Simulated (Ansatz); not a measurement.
With r²SCAN in the plane-wave PAW code Ansatz, ZrO₂ in the monoclinic phase (P2_1/c; Zr on 4e, O on 4e, O on 4e) relaxes to a = 5.153 Å, b = 5.225 Å, c = 5.331 Å, β = 99.4°. Against the elements it lies at -3.72 eV/atom, with no fitted shifts.

It is gapped at this level: 4.16 eV (indirect). HSE06 on the same cell gives 5.22 eV. Gap from r²SCAN with spin–orbit coupling: 4.16 eV. The hole mass is 1.7, 2.3, 12 mₑ (principal values).

Bader charges are Zr +2.68, O -1.37 to -1.32 e.

The cell was relaxed with r²SCAN under the symmetry of its start. No spin polarisation was allowed. The references are the lowest solids computed at this level, not always the standard phases (solids in place of the gases). Spin–orbit coupling is left out wherever it is not named.

Potentials: the earlier of the program's two PAW sets. The files were generated under PBE; for other functionals the program regenerates the frozen cores, and for LDA and PBEsol the local potential too.
